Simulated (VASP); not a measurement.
Input of a VASP 6.6.1 run:

Contents of INCAR:

```
SYSTEM = S
PREC     = Accurate       ! precision mode
ENCUT    = 520            ! plane-wave cutoff, eV
EDIFF    = 1E-7           ! SCF threshold, eV
ISMEAR   = -1             ! smearing method
SIGMA    = 0.08           ! smearing width, eV
LREAL    = .False.        ! projectors in reciprocal space
LASPH    = .True.         ! aspherical terms in the spheres
NELM     = 100            ! most SCF steps
ALGO     = Normal         ! electronic algorithm
ISIF     = 2              ! what is computed and relaxed
LWAVE    = .False.        ! write WAVECAR
LCHARG   = .False.        ! write CHGCAR
GGA      = PE             ! functional
NBANDS   = 9              ! bands
```

The input KPOINTS:

```
regular mesh
0
Gamma
  16 16 16
  0 0 0
```

POSCAR

```
S
1.0
    0.0000000000      1.9772817888      1.9772817888
    1.9772817888      0.0000000000      1.9772817888
    1.9772817888      1.9772817888      0.0000000000
S
1
Direct
    0.0000000000      0.0000000000      0.0000000000
```

Potentials or basis: VASP PAW PBE potentials, release 64 (S).

Command:

```bash
$ cat potpaw_PBE.64/S/POTCAR > POTCAR
$ mpirun -np 1 vasp_std > vasp.out
```

Q: What does it give for the pressure?

A: 2.1 GPa.

Q: What does it give for the band gap on the k mesh?

A: None (metal or under the smearing width).
